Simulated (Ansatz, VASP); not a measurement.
One calculation of Al2O3, two programs

```
CELL_PARAMETERS angstrom
2.36459 1.36520 4.29723
-2.36459 1.36520 4.29723
0.00000 -2.73040 4.29723
ATOMIC_POSITIONS crystal
Al 0.35202 0.35202 0.35202
Al 0.14798 0.14798 0.14798
Al 0.64798 0.64798 0.64798
Al 0.85202 0.85202 0.85202
O 0.55586 0.94414 0.25000
O 0.25000 0.55586 0.94414
O 0.94414 0.25000 0.55586
O 0.44414 0.05586 0.75000
O 0.75000 0.44414 0.05586
O 0.05586 0.75000 0.44414
```

Alike in both runs: functional LDA; k mesh 6 × 6 × 6; occupations gaussian, width 0.02 eV; no spin polarisation.

Ansatz relaxed the structure, and its values are those at the end. VASP's run is a single point on that final structure, the one shown.

|  | VASP | Ansatz |
| --- | --- | --- |
| version | VASP 6.6.1 | Ansatz 0.2.0 |
| potentials or method | VASP PAW LDA potentials, release 64 (Al, O) | scalar-relativistic, plane waves, PAW |
| plane-wave cutoff (eV) | 520 | 420 |
| valence electrons in the cell | 48 | 48 |

|  | VASP | Ansatz | Ansatz less VASP |
| --- | --- | --- | --- |
| gap on the k mesh at the Fermi level (eV) | 6.44 | 6.43 | -0.009 |
| least direct gap on the mesh (eV) | 6.44 | 6.43 | -0.009 |
| pressure (GPa) | 0.8 | 0.0 | -0.83 |
| rms of the force components (eV/Å) | 0.006 | 0.000 | -0.0057 |

A k mesh can miss the band edges.
